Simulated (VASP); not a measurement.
# La2O3 (P-3m1) in VASP: notebook, part 2 of 2

VASP 6.6.1. The steps go on from the part before.

### 4 Single point, PBEsol

INCAR reads:

```
PREC = Accurate
ENCUT = 550
EDIFF = 1E-7
ISMEAR = 0
SIGMA = 0.05
LREAL = F
LASPH = T
NELM = 100
ALGO = Normal
ISIF = 2
LWAVE = F
LCHARG = F
GGA = PS
ADDGRID = F
```

KPOINTS reads:

```
Automatic mesh
0
Gamma
  8 8 5
```

POSCAR reads:

```
La2O3
1.0
    3.9307778780      0.0000000000      0.0000000000
   -1.9653889390      3.4041534990      0.0000000000
    0.0000000000      0.0000000000      6.1119535200
La O
2 3
Direct
    0.3333333333      0.6666666667      0.2462356800
    0.6666666667      0.3333333333      0.7537643200
    0.0000000000      0.0000000000      0.0000000000
    0.3333333333      0.6666666667      0.6458906500
    0.6666666667      0.3333333333      0.3541093500
```

Potentials or basis: VASP PAW PBE potentials, release 64 (La, O).

The run is started by

```sh
$ cat potpaw_PBE.64/La/POTCAR potpaw_PBE.64/O/POTCAR > POTCAR
$ mpirun -np 1 vasp_std > vasp.out
```

OUTCAR:

```text
PREC = Accurate
   ENCUT = 550
   EDIFF = 1E-7
   ISMEAR = 0
   LREAL = F
   LASPH = T
   NELM = 100
   ISIF = 2
   GGA = PS

 Found     40 irreducible k-points:

 Following reciprocal coordinates:
            Coordinates               Weight
  0.000000  0.000000  0.000000      1.000000
  0.125000  0.000000  0.000000      6.000000
  0.250000  0.000000  0.000000      6.000000
  0.375000  0.000000  0.000000      6.000000
  0.500000  0.000000  0.000000      3.000000
  0.125000  0.125000  0.000000      6.000000
   k-points           NKPTS =     40   k-points in BZ     NKDIM =     40   number of bands    NBANDS=     24
   number of dos      NEDOS =    301   number of ions     NIONS =      5
   total plane-waves  NPLWV =  43200
   dimension x,y,z NGX =    30 NGY =   30 NGZ =   48
   dimension x,y,z NGXF=    60 NGYF=   60 NGZF=   96
   ions per type =               2   3
   NGX,Y,Z   is equivalent  to a cutoff of  12.69, 12.69, 13.06 a.u.
   NGXF,Y,Z  is equivalent  to a cutoff of  25.38, 25.38, 26.11 a.u.
 SYSTEM =  unknown system
   PREC   = accura    normal or accurate (medium, high low for compatibility)
   ISTART =      0    job   : 0-new  1-cont  2-samecut
[... 51 lines left out ...]
  ---------------------------------------------------
  free energy    TOTEN  =       -43.69246966 eV

  energy without entropy =      -43.69246966  energy(sigma->0) =      -43.69246966

 E-fermi :   6.1057     XC(G=0): -10.7225

 val. band max:        5.7885209421   @ k =   0.2500   0.2500   0.4000
 cond. band min:       9.6175253483   @ k =   0.5000   0.0000   0.0000
 fundamental gap:      3.8290044062
 Fermi energy:         6.1057002636

 k-point     1 :       0.0000    0.0000    0.0000
  band No.  band energies     occupation
      1     -23.9373      2.00000
      2     -23.6882      2.00000
      3     -11.0583      2.00000
      4      -9.7699      2.00000
      5      -9.3377      2.00000
      6      -7.4096      2.00000
[... 151 lines left out ...]
     23      10.7323      0.00000
     24      11.0888      0.00000

 [... further k-points ...]
[... 5 lines left out ...]
  --------------------------------------------------------------------------------------
  -------------------------------------------------------------------------------------
  Total       -1.7011602     -1.7011602     -1.5042183     -0.0000000     -0.0000000      0.0000000
  in kB      -33.3263782    -33.3263782    -29.4682102     -0.0000000     -0.0000000      0.0000000
  external PRESSURE =     -32.0403222 kB  Pullay stress =       0.0000000 kB

 VOLUME and BASIS-vectors are now :
 -----------------------------------------------------------------------------
  energy-cutoff  :      550.00
  volume of cell :       81.78
      direct lattice vectors                 reciprocal lattice vectors
     3.930777878  0.000000000  0.000000000     0.254402571  0.146879393  0.000000000
    -1.965388939  3.404153499  0.000000000     0.000000000  0.293758786  0.000000000
     0.000000000  0.000000000  6.111953520     0.000000000  0.000000000  0.163613810

 POSITION                                       TOTAL-FORCE (eV/Angst)
 -----------------------------------------------------------------------------------
     -0.00000      2.26944      1.50498        -0.000000      0.000000      0.101473
      1.96539      1.13472      4.60697         0.000000     -0.000000     -0.101473
      0.00000      0.00000      0.00000         0.000000      0.000000     -0.000000
     -0.00000      2.26944      3.94765        -0.000000     -0.000000     -0.003903
      1.96539      1.13472      2.16430         0.000000      0.000000      0.003903
 -----------------------------------------------------------------------------------
    total drift:                               -0.000000      0.000000      0.000000

  FREE ENERGIE OF THE ION-ELECTRON SYSTEM (eV)
  ---------------------------------------------------
  free  energy   TOTEN  =       -43.6924696612 eV

  energy  without entropy=      -43.6924696612  energy(sigma->0) =      -43.69246966
```

stdout:

```text
POSCAR found type information on POSCAR LaO
 POSCAR found :  2 types and       5 ions
 scaLAPACK will be used
 -----------------------------------------------------------------------------
|                                                                             |
|                                                                             |
|     You enforced a specific xc type in the INCAR file but a different       |
|     I HOPE YOU KNOW WHAT YOU ARE DOING!                                     |
|                                                                             |
 -----------------------------------------------------------------------------

 LDA part: xc-table for (Slater+PW92), standard interpolation
 POSCAR, INCAR and KPOINTS ok, starting setup
 FFT: planning ... GRIDC
 FFT: planning ... GRID_SOFT
 FFT: planning ... GRID
 WAVECAR not read
 entering main loop
```

Run time: 2.6 min. Hardware: 1 thread of Intel Xeon Platinum 8375C at 2.90GHz (Ice Lake), shared host; peak memory 0.26 GiB.

The run converged, but some of its settings lie outside the range that counts as converged, so its numbers aren't taken as properties of the crystal.

Results:

| Quantity | Value |
| --- | --- |
| Free energy | -43.6925 eV |
| Pressure | -3.2 GPa |
| Largest force | 0.101 eV/Å |
| Band gap on the k mesh | 3.83 eV, indirect (least direct gap 3.98 eV) |

Caveat: the PAW data sets were made with another functional, which shifts forces and pressure a little; spin-orbit coupling is left out, which moves the levels of the heavy elements; an odd mesh through Γ misses points on the zone boundary, where band edges often lie.

### 5 Single point, PBEsol

INCAR is that of step 4.

KPOINTS is that of step 4.

POSCAR reads:

```
La2O3
1.0
    3.9307778780      0.0000000000      0.0000000000
   -1.9653889390      3.4041534990      0.0000000000
    0.0000000000      0.0000000000      6.1119535200
La O
2 3
Direct
    0.3317020000      0.6526930000      0.2465060000
    0.6807300000      0.3373410000      0.7483670000
   -0.0320550000     -0.0080820000      0.0098950000
    0.3371550000      0.6705550000      0.6506220000
    0.6736080000      0.3542420000      0.3601810000
```

The run is started by

```sh
$ cat potpaw_PBE.64/La/POTCAR potpaw_PBE.64/O/POTCAR > POTCAR
$ mpirun -np 1 vasp_std > vasp.out
```

Run time: 9.3 min. Hardware: 1 thread of Intel Xeon Platinum 8375C at 2.90GHz (Ice Lake), shared host; peak memory 0.46 GiB.

The run converged, but some of its settings lie outside the range that counts as converged, so its numbers aren't taken as properties of the crystal.

What came out:

```yaml
Free_energy: -43.6250 eV
Pressure: -2.0 GPa
Largest_force: 0.653 eV/Å
Band_gap_on_the_k_mesh: 3.75 eV, indirect (least direct gap 3.94 eV)
```

Caveat: the PAW data sets were made with another functional, which shifts forces and pressure a little; spin-orbit coupling is left out, which moves the levels of the heavy elements; an odd mesh through Γ misses points on the zone boundary, where band edges often lie.

### 6 Single point, PBEsol

INCAR is that of step 5.

KPOINTS reads:

```
Automatic mesh
0
Gamma
  10 10 6
```

POSCAR reads:

```
La2O3
1.0
    3.9307778780      0.0000000000      0.0000000000
   -1.9653889390      3.4041534990      0.0000000000
    0.0000000000      0.0000000000      6.1119535200
La O
2 3
Direct
    0.3333333333      0.6666666667      0.2462356800
    0.6666666667      0.3333333333      0.7537643200
    0.0000000000      0.0000000000      0.0000000000
    0.3333333333      0.6666666667      0.6458906500
    0.6666666667      0.3333333333      0.3541093500
```

Potentials or basis: VASP PAW PBE potentials, release 64 (La, O).

The run is started by

```sh
$ cat potpaw_PBE.64/La/POTCAR potpaw_PBE.64/O/POTCAR > POTCAR
$ mpirun -np 1 vasp_std > vasp.out
```

OUTCAR:

```text
PREC = Accurate
   ENCUT = 550
   EDIFF = 1E-7
   ISMEAR = 0
   LREAL = F
   LASPH = T
   NELM = 100
   ISIF = 2
   GGA = PS

 Found     72 irreducible k-points:

 Following reciprocal coordinates:
            Coordinates               Weight
  0.000000  0.000000  0.000000      1.000000
  0.100000  0.000000  0.000000      6.000000
  0.200000  0.000000  0.000000      6.000000
  0.300000  0.000000  0.000000      6.000000
  0.400000  0.000000  0.000000      6.000000
  0.500000  0.000000  0.000000      3.000000
   k-points           NKPTS =     72   k-points in BZ     NKDIM =     72   number of bands    NBANDS=     24
   number of dos      NEDOS =    301   number of ions     NIONS =      5
   total plane-waves  NPLWV =  43200
   dimension x,y,z NGX =    30 NGY =   30 NGZ =   48
   dimension x,y,z NGXF=    60 NGYF=   60 NGZF=   96
   ions per type =               2   3
   NGX,Y,Z   is equivalent  to a cutoff of  12.69, 12.69, 13.06 a.u.
   NGXF,Y,Z  is equivalent  to a cutoff of  25.38, 25.38, 26.11 a.u.
 SYSTEM =  unknown system
   PREC   = accura    normal or accurate (medium, high low for compatibility)
[... 58 lines left out ...]

 val. band max:        5.8183607985   @ k =   0.5000   0.0000   0.5000
 cond. band min:       9.6175277582   @ k =   0.5000   0.0000   0.0000
 fundamental gap:      3.7991669597
 Fermi energy:         6.0846170993

 k-point     1 :       0.0000    0.0000    0.0000
  band No.  band energies     occupation
      1     -23.9373      2.00000
      2     -23.6882      2.00000
      3     -11.0583      2.00000
      4      -9.7699      2.00000
      5      -9.3377      2.00000
      6      -7.4096      2.00000
[... 151 lines left out ...]
     23      11.0547      0.00000
     24      11.0666      0.00000

 [... further k-points ...]

------------------------ aborting loop because EDIFF is reached ----------------------------------------

  FORCE on cell =-STRESS in cart. coord.  units (eV):
  Direction    XX          YY          ZZ          XY          YZ          ZX
  --------------------------------------------------------------------------------------
  -------------------------------------------------------------------------------------
  Total       -1.7003163     -1.7003163     -1.5033425      0.0000000      0.0000000      0.0000000
  in kB      -33.3098448    -33.3098448    -29.4510539      0.0000000      0.0000000      0.0000000
  external PRESSURE =     -32.0235811 kB  Pullay stress =       0.0000000 kB

 VOLUME and BASIS-vectors are now :
 -----------------------------------------------------------------------------
  energy-cutoff  :      550.00
  volume of cell :       81.78
      direct lattice vectors                 reciprocal lattice vectors
     3.930777878  0.000000000  0.000000000     0.254402571  0.146879393  0.000000000
    -1.965388939  3.404153499  0.000000000     0.000000000  0.293758786  0.000000000
     0.000000000  0.000000000  6.111953520     0.000000000  0.000000000  0.163613810

 POSITION                                       TOTAL-FORCE (eV/Angst)
 -----------------------------------------------------------------------------------
     -0.00000      2.26944      1.50498        -0.000000      0.000000      0.101407
      1.96539      1.13472      4.60697         0.000000     -0.000000     -0.101407
      0.00000      0.00000      0.00000        -0.000000      0.000000      0.000000
     -0.00000      2.26944      3.94765        -0.000000      0.000000     -0.003819
      1.96539      1.13472      2.16430        -0.000000     -0.000000      0.003819
 -----------------------------------------------------------------------------------
    total drift:                               -0.000000      0.000000      0.000000

  FREE ENERGIE OF THE ION-ELECTRON SYSTEM (eV)
  ---------------------------------------------------
  free  energy   TOTEN  =       -43.6924495034 eV

  energy  without entropy=      -43.6924495034  energy(sigma->0) =      -43.69244950
```

OSZICAR:

```text
N       E                     dE             d eps       ncg     rms          rms(c)
DAV:   1     0.478395938494E+03    0.47840E+03   -0.16303E+04  3488   0.266E+03
DAV:   2     0.940168847840E+02   -0.38438E+03   -0.37898E+03  5048   0.415E+02
DAV:   3    -0.294454063993E+02   -0.12346E+03   -0.12175E+03  6464   0.225E+02
[... 10 lines left out ...]
DAV:  14    -0.436924455398E+02   -0.13097E-04   -0.97325E-05  6800   0.893E-02    0.101E-02
DAV:  15    -0.436924488995E+02   -0.33598E-05   -0.12682E-05  6864   0.267E-02    0.908E-03
DAV:  16    -0.436924492074E+02   -0.30783E-06   -0.18339E-05  6264   0.312E-02    0.206E-03
DAV:  17    -0.436924494188E+02   -0.21147E-06   -0.17604E-06  6560   0.114E-02    0.206E-03
DAV:  18    -0.436924495438E+02   -0.12497E-06   -0.10596E-06  5992   0.726E-03    0.198E-03
DAV:  19    -0.436924495034E+02    0.40415E-07   -0.84606E-08  3320   0.351E-03
   1 F= -.43692450E+02 E0= -.43692450E+02  d E =-.119660E-15
```

Wall time 4.1 min (1 thread of Intel Xeon Platinum 8375C at 2.90GHz (Ice Lake), shared host); peak memory 0.31 GiB.

These settings aren't checked as converged: the numbers below hold their error.

Results:

```
Free energy            : -43.6924 eV
Pressure               : -3.2 GPa
Largest force          : 0.101 eV/Å
Band gap on the k mesh : 3.80 eV, indirect (least direct gap 3.95 eV)
```

Caveat: the PAW data sets were made with another functional, which shifts forces and pressure a little; spin-orbit coupling is left out, which moves the levels of the heavy elements.
